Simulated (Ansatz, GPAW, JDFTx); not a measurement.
One calculation of KF, 3 ways

```
CELL_PARAMETERS angstrom
0.00000 2.67185 2.67185
2.67185 0.00000 2.67185
2.67185 2.67185 0.00000
ATOMIC_POSITIONS crystal
K 0.00000 0.00000 0.00000
F 0.50000 0.50000 0.50000
```

Alike in all runs: task single point; functional LDA; k mesh 9 × 9 × 9; occupations gaussian, width 0.05 eV; no spin polarisation; no spin-orbit coupling. LDA stands for any of its common fits. Pressure is positive in compression and, in plane waves, holds the error of the finite cutoff.

| program and potentials | plane-wave cutoff (eV) | notes | pressure (GPa) |
| --- | --- | --- | --- |
| JDFTx, PseudoDojo-SR-LDA-0.4.1-standard with smoothed tails | 1143 | - | -3.57 |
| GPAW, the program's PAW data sets (release 1.2.1) made for this functional | 800 | - | -4.34 |
| Ansatz, all-electron LAPW, scalar-relativistic | - | - | -3.49 |

The pressure spans -4.34 (GPAW, the program's PAW data sets (release 1.2.1) made for this functional) to -3.49 GPa (Ansatz, all-electron LAPW, scalar-relativistic), with all-electron results at -3.49.

The functional is the same throughout but for its coding, so the spread measures potentials, basis and numerics; runs on potential files found faulty are left out.
